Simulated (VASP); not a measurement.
# W (Pm-3n) in VASP: notebook

Runs on W. Level: PBEsol. Tasks: single point.

Program: VASP 6.6.1. These are calculated values, not measurements. Logs are shortened: lines on timing, memory, paths and dates and some standing lists are left out, and cuts for length are marked.

## 1. Starting point

It takes space group Pm-3n (No. 223, cubic). The conventional cell has a = 5.049 Å, b = 5.049 Å, c = 5.049 Å, α = 90.00°, β = 90.00°, γ = 90.00°. W (site symmetry m-3) has 12 W at 2.82 Å as nearest neighbours. Around W (site symmetry -4m2) lie 6 W at 2.52 to 2.82 Å.

This isn't the form of W at room conditions, which is bcc.

## 2. Single point, PBEsol

Contents of INCAR:

```
PREC = Accurate
ENCUT = 520
EDIFF = 1E-7
ISMEAR = -1
SIGMA = 0.1
LREAL = F
LASPH = T
NELM = 100
ALGO = Fast
ISIF = 2
LWAVE = F
LCHARG = T
GGA = PS
LELF = T
LVHAR = T
NBANDS = 66
```

Contents of KPOINTS:

```
Automatic mesh
0
Gamma
  6 6 6
```

Contents of POSCAR:

```
W
1.0
    5.0488848781      0.0000000000      0.0000000000
    0.0000000000      5.0488848781      0.0000000000
    0.0000000000      0.0000000000      5.0488848781
W
8
Direct
    0.0000000000      0.0000000000      0.0000000000
    0.5000000000      0.5000000000      0.5000000000
    0.0000000000      0.5000000000      0.2500000000
    0.0000000000      0.5000000000      0.7500000000
    0.2500000000      0.0000000000      0.5000000000
    0.7500000000      0.0000000000      0.5000000000
    0.5000000000      0.7500000000      0.0000000000
    0.5000000000      0.2500000000      0.0000000000
```

Potentials or basis: VASP PAW PBE potentials, release 64 (W_sv).

Command:

```
$ cat potpaw_PBE.64/W_sv/POTCAR > POTCAR
$ mpirun -np 1 vasp_std > vasp.out
```

OUTCAR:

```text
PREC = Accurate
   ENCUT = 520
   EDIFF = 1E-7
   ISMEAR = -1
   LREAL = F
   LASPH = T
   NELM = 100
   ISIF = 2
   GGA = PS

 ion  position               nearest neighbor table
   1  0.000  0.000  0.000-   3 2.82   4 2.82   5 2.82   6 2.82   7 2.82   8 2.82   5 2.82   6 2.82
                             3 2.82   4 2.82   7 2.82   8 2.82
   2  0.500  0.500  0.500-   3 2.82   4 2.82   5 2.82   6 2.82   7 2.82   8 2.82   7 2.82   8 2.82
                             5 2.82   6 2.82   3 2.82   4 2.82
   3  0.000  0.500  0.250-   4 2.52   4 2.52   1 2.82   2 2.82   1 2.82   2 2.82   8 3.09   5 3.09
                             6 3.09   5 3.09   6 3.09   7 3.09   7 3.09   8 3.09
   4  0.000  0.500  0.750-   3 2.52   3 2.52   1 2.82   2 2.82   1 2.82   2 2.82   8 3.09   5 3.09
                             6 3.09   5 3.09   6 3.09   7 3.09   7 3.09   8 3.09
   5  0.250  0.000  0.500-   6 2.52   6 2.52   1 2.82   1 2.82   2 2.82   2 2.82   8 3.09   4 3.09
                             7 3.09   8 3.09   3 3.09   3 3.09   4 3.09   7 3.09
   6  0.750  0.000  0.500-   5 2.52   5 2.52   1 2.82   1 2.82   2 2.82   2 2.82   8 3.09   4 3.09
                             7 3.09   8 3.09   3 3.09   3 3.09   4 3.09   7 3.09
   7  0.500  0.750  0.000-   8 2.52   8 2.52   1 2.82   2 2.82   2 2.82   1 2.82   3 3.09   4 3.09
                             5 3.09   6 3.09   5 3.09   6 3.09   3 3.09   4 3.09
   8  0.500  0.250  0.000-   7 2.52   7 2.52   1 2.82   2 2.82   2 2.82   1 2.82   3 3.09   4 3.09
                             5 3.09   6 3.09   5 3.09   6 3.09   3 3.09   4 3.09

  LATTYP: Found a simple cubic cell.
 ALAT       =     5.0488848781

  Lattice vectors:

 A1 = (   5.0488848781,   0.0000000000,   0.0000000000)
 A2 = (   0.0000000000,   5.0488848781,   0.0000000000)
 A3 = (   0.0000000000,   0.0000000000,   5.0488848781)

Analysis of symmetry for initial positions (statically):
=====================================================================
 Subroutine PRICEL returns:
 Original cell was already a primitive cell.

 Routine SETGRP: Setting up the symmetry group for a
 simple cubic supercell.

 Subroutine GETGRP returns: Found 48 space group operations
 (whereof 24 operations were pure point group operations)
 out of a pool of 48 trial point group operations.

The static configuration has the point symmetry T_h .
 The point group associated with its full space group is O_h .

Analysis of symmetry for dynamics (positions and initial velocities):
=====================================================================
 Subroutine PRICEL returns:
 Original cell was already a primitive cell.

 Routine SETGRP: Setting up the symmetry group for a
 simple cubic supercell.

 Subroutine GETGRP returns: Found 48 space group operations
 (whereof 24 operations were pure point group operations)
 out of a pool of 48 trial point group operations.

The dynamic configuration has the point symmetry T_h .
 The point group associated with its full space group is O_h .

 Subroutine INISYM returns: Found 48 space group operations
 (whereof 24 operations are pure point group operations),
 and found     1 'primitive' translations

----------------------------------------------------------------------------------------

                                     Primitive cell

  volume of cell :     128.7023

  direct lattice vectors                    reciprocal lattice vectors
     5.048884878  0.000000000  0.000000000     0.198063538  0.000000000  0.000000000
     0.000000000  5.048884878  0.000000000     0.000000000  0.198063538  0.000000000
     0.000000000  0.000000000  5.048884878     0.000000000  0.000000000  0.198063538

  length of vectors
     5.048884878  5.048884878  5.048884878     0.198063538  0.198063538  0.198063538

  position of ions in fractional coordinates (direct lattice)
     0.000000000  0.000000000  0.000000000
     0.500000000  0.500000000  0.500000000
     0.000000000  0.500000000  0.250000000
     0.000000000  0.500000000  0.750000000
     0.250000000  0.000000000  0.500000000
     0.750000000  0.000000000  0.500000000
     0.500000000  0.750000000  0.000000000
     0.500000000  0.250000000  0.000000000

  ion indices of the primitive-cell ions
   primitive index   ion index
                 1           1
                 2           2
                 3           3
                 4           4
                 5           5
                 6           6
                 7           7
                 8           8

----------------------------------------------------------------------------------------

 KPOINTS: Automatic mesh

Automatic generation of k-mesh.
 Grid dimensions read from file:
 generate k-points for:    6    6    6

 Generating k-lattice:

  Cartesian coordinates                     Fractional coordinates (reciprocal lattice)
     0.033010590  0.000000000  0.000000000     0.166666667  0.000000000  0.000000000
     0.000000000  0.033010590  0.000000000     0.000000000  0.166666667  0.000000000
     0.000000000  0.000000000  0.033010590     0.000000000  0.000000000  0.166666667

  Length of vectors
     0.033010590  0.033010590  0.033010590

  Shift w.r.t. Gamma in fractional coordinates (k-lattice)
     0.000000000  0.000000000  0.000000000

 Subroutine IBZKPT returns following result:
 ===========================================

 Found     20 irreducible k-points:

 Following reciprocal coordinates:
            Coordinates               Weight
  0.000000  0.000000  0.000000      1.000000
  0.166667  0.000000  0.000000      6.000000
  0.333333  0.000000  0.000000      6.000000
  0.500000  0.000000  0.000000      3.000000
  0.166667  0.166667  0.000000     12.000000
  0.333333  0.166667  0.000000     24.000000
[... 12 lines left out ...]
  0.500000  0.500000  0.333333      6.000000
  0.500000  0.500000  0.500000      1.000000
   k-points           NKPTS =     20   k-points in BZ     NKDIM =     20   number of bands    NBANDS=     66
   number of dos      NEDOS =    301   number of ions     NIONS =      8
   total plane-waves  NPLWV =  64000
   dimension x,y,z NGX =    40 NGY =   40 NGZ =   40
   dimension x,y,z NGXF=    80 NGYF=   80 NGZF=   80
   ions per type =               8
   NGX,Y,Z   is equivalent  to a cutoff of  13.17, 13.17, 13.17 a.u.
   NGXF,Y,Z  is equivalent  to a cutoff of  26.34, 26.34, 26.34 a.u.
 SYSTEM =  unknown system
   PREC   = accura    normal or accurate (medium, high low for compatibility)
   ISTART =      0    job   : 0-new  1-cont  2-samecut
   ICHARG =      2    charge: 1-file 2-atom 10-const
   ISPIN  =      1    spin polarized calculation?
   LNONCOLLINEAR =      F non collinear calculations
   LSORBIT =      F    spin-orbit coupling
   LASPH  =      T    aspherical Exc in radial PAW
   ENCUT  =  520.0 eV  38.22 Ry    6.18 a.u.   9.39  9.39  9.39*2*pi/ulx,y,z
   NELM   =    100;   NELMIN=  2; NELMDL= -5     # of ELM steps
   EDIFF  = 0.1E-06   stopping-criterion for ELM
   LREAL  =      F    real-space projection
   EDIFFG = 0.1E-05   stopping-criterion for IOM
   NSW    =      0    number of steps for IOM
   IBRION =     -1    ionic relax: 0-MD 1-quasi-New 2-CG
   NFREE  =      0    steps in history (QN), initial steepest desc. (CG)
   ISIF   =      2    stress and relaxation
   ISYM   =      2    0-nonsym 1-usesym 2-fastsym
   POTIM  = 0.5000    time-step for ionic-motion
   TEBEG  =    0.0;   TEEND  =   0.0 temperature during run
   PSTRESS=    0.0 pullay stress
   NELECT =     112.0000    total number of electrons
   NUPDOWN=      -1.0000    fix difference up-down
   EMIN   =  10.00;   EMAX   =-10.00  energy-range for DOS
   EFERMI =   0.00;   METHOD = LEGACY
   ISMEAR =    -1;   SIGMA  =   0.10  broadening in eV -4-tet -1-fermi 0-gaus
   EFERMI_NEDOS =   21; number of points for ismear=-14 and -15
   IALGO  =     68    algorithm
   IMIX   =      4    mixing-type and parameters
     AMIX     =   0.40;   BMIX     =  1.00
     AMIX_MAG =   1.60;   BMIX_MAG =  1.00
  volume/ion in A,a.u.               =      16.09       108.57
  Fermi-wavevector in a.u.,A,eV,Ry     =   1.562975  2.953595 33.237549  2.442891
  Thomas-Fermi vector in A             =   2.665814
   LORBIT       =      0    0 simple, 1 ext, 2 COOP (PROOUT), +10 PAW based schemes
   GGA     = PS    functional components
   LHFCALC =     F    Hartree Fock is set to
   AEXX    =    0.0000 exact exchange contribution
   IVDW    =     0    specifies the selected vdW correction
   LEPSILON=     F    determine dielectric tensor
   LRPA    =     F    only Hartree local field effects (RPA)
 non-spin polarized calculation
 RMM-DIIS sequential band-by-band and
  energy-cutoff  :      520.00
  volume of cell :      128.70
 maximum number of plane-waves:      3499
 NGX is ok and might be reduce to    40
   NGX = 19   NGY = 19   NGZ = 19

 number of electron     111.9999964 magnetization

 Free energy of the ion-electron system (eV)
  ---------------------------------------------------
  ext. energy  EPLUGINS =         0.00000000
  ---------------------------------------------------
  free energy    TOTEN  =      -109.69229328 eV

  energy without entropy =     -109.58687336  energy(sigma->0) =     -109.63958332

 E-fermi :  10.8567     XC(G=0): -13.6631

 val. band max:       10.8259405285   @ k =   0.5000   0.3333   0.0000
 cond. band min:      10.8618402109   @ k =   0.5000   0.1667   0.0000
 fundamental gap:      0.0358996824
 Fermi energy:        10.8566951321

 k-point     1 :       0.0000    0.0000    0.0000
  band No.  band energies     occupation
      1     -63.1639      2.00000
      2     -63.1164      2.00000
      3     -63.1164      2.00000
      4     -62.9717      2.00000
      5     -62.9717      2.00000
      6     -62.9717      2.00000
[... 58 lines left out ...]
     65      12.6761      0.00000
     66      13.8059      0.00000

 k-point     2 :       0.1667    0.0000    0.0000
  band No.  band energies     occupation
      1     -63.1581      2.00000
      2     -63.1183      2.00000
      3     -63.1091      2.00000
      4     -62.9826      2.00000
      5     -62.9717      2.00000
      6     -62.9717      2.00000
[... 1300 lines left out ...]
     65      13.8766      0.00000
     66      13.8841      0.00000

------------------------ aborting loop because EDIFF is reached ----------------------------------------

  FORCE on cell =-STRESS in cart. coord.  units (eV):
  Direction    XX          YY          ZZ          XY          YZ          ZX
  --------------------------------------------------------------------------------------
  -------------------------------------------------------------------------------------
  Total       -1.8126657     -1.8126657     -1.8126657      0.0000000     -0.0000000      0.0000000
  in kB      -22.5653410    -22.5653410    -22.5653410      0.0000000     -0.0000000      0.0000000
  external PRESSURE =     -22.5653410 kB  Pullay stress =       0.0000000 kB

 VOLUME and BASIS-vectors are now :
 -----------------------------------------------------------------------------
  energy-cutoff  :      520.00
  volume of cell :      128.70
      direct lattice vectors                 reciprocal lattice vectors
     5.048884878  0.000000000  0.000000000     0.198063538  0.000000000  0.000000000
     0.000000000  5.048884878  0.000000000     0.000000000  0.198063538  0.000000000
     0.000000000  0.000000000  5.048884878     0.000000000  0.000000000  0.198063538

 POSITION                                       TOTAL-FORCE (eV/Angst)
 -----------------------------------------------------------------------------------
      0.00000      0.00000      0.00000        -0.000000     -0.000000      0.000000
      2.52444      2.52444      2.52444        -0.000000     -0.000000      0.000000
      0.00000      2.52444      1.26222         0.000000     -0.000000      0.000000
      0.00000      2.52444      3.78666        -0.000000     -0.000000     -0.000000
      1.26222      0.00000      2.52444        -0.000000     -0.000000     -0.000000
      3.78666      0.00000      2.52444         0.000000      0.000000      0.000000
      2.52444      3.78666      0.00000         0.000000      0.000000     -0.000000
      2.52444      1.26222      0.00000         0.000000     -0.000000      0.000000
 -----------------------------------------------------------------------------------
    total drift:                               -0.000000     -0.000000      0.000000

  FREE ENERGIE OF THE ION-ELECTRON SYSTEM (eV)
  ---------------------------------------------------
  free  energy   TOTEN  =      -109.6922932849 eV

  energy  without entropy=     -109.5868733600  energy(sigma->0) =     -109.63958332
```

Run time: 2.4 min. Hardware: 1 thread of AMD EPYC 9R45 (Zen 5), shared host; peak memory 0.26 GiB.

Results:

| Property | Result |
| --- | --- |
| Free energy | -109.6923 eV |
| Pressure | -2.3 GPa |
| Band gap on the k mesh | none (metal or under the smearing width) |

Caveat: the PAW data sets were made with another functional, which shifts forces and pressure a little. The run has no spin-orbit coupling, so splittings on W are missing.

## 3. Single point, PBEsol

This run uses another cell than the first one, of 16.58 Å³/atom, 1.031 times its volume.

Contents of INCAR:

```
ALGO = Fast
EDIFF = 1E-6
ENCUT = 520
GGA = PS
ISIF = 2
ISMEAR = -1
LASPH = T
LCHARG = T
LELF = T
LREAL = F
LVHAR = T
LWAVE = F
NBANDS = 66
NELM = 100
PREC = Accurate
SIGMA = 0.1
```

Contents of KPOINTS:

```
k-points
0
Gamma
  6 6 6
```

POSCAR: that of step 2 with these lines changed.

```diff
@@ -2,5 +2,5 @@
 1.0
-    5.0488848781      0.0000000000      0.0000000000
-    0.0000000000      5.0488848781      0.0000000000
-    0.0000000000      0.0000000000      5.0488848781
+    5.0998871672      0.0000000000      0.0000000000
+    0.0000000000      5.0998871672      0.0000000000
+    0.0000000000      0.0000000000      5.0998871672
 W
```

Potentials or basis: VASP PAW PBE potentials, release 64 (W_sv).

Command:

```
$ cat potpaw_PBE.64/W_sv/POTCAR > POTCAR
$ mpirun -np 1 vasp_std > vasp.out
```

Run time: 1.9 min. Hardware: 1 thread of AMD EPYC 9R45 (Zen 5), shared host; peak memory 0.26 GiB.

It converged, with:

```yaml
Free_energy: -109.5286 eV
Pressure: -11.0 GPa
Band_gap_on_the_k_mesh: none (metal or under the smearing width)
```

Levels at points of the mesh, in eV from the Fermi level:
| k point | band 52 | band 53 | band 54 | band 55 | band 56 | band 57 | band 58 | band 59 | band 60 | band 61 |
| --- | --- | --- | --- | --- | --- | --- | --- | --- | --- | --- |
| (0.00, 0.00, 0.00) | -2.07 | -1.45 | -1.45 | -0.46 | -0.46 | -0.46 | 1.56 | 1.56 | 1.56 | 1.60 |
| (0.50, 0.00, 0.00) | -1.17 | -1.13 | -1.13 | -0.93 | -0.93 | 0.53 | 0.53 | 0.74 | 0.74 | 1.11 |
| (0.50, 0.50, 0.00) | -1.67 | -1.21 | -0.90 | -0.90 | 0.24 | 0.24 | 0.27 | 0.51 | 0.92 | 0.99 |
| (0.50, 0.50, 0.50) | -1.40 | -1.40 | -1.40 | -1.40 | -1.40 | 1.29 | 1.29 | 1.29 | 1.29 | 1.29 |

Caveat: the PAW data sets were made with another functional, which shifts forces and pressure a little. Spin-orbit coupling is left out, which matters for the levels of W.
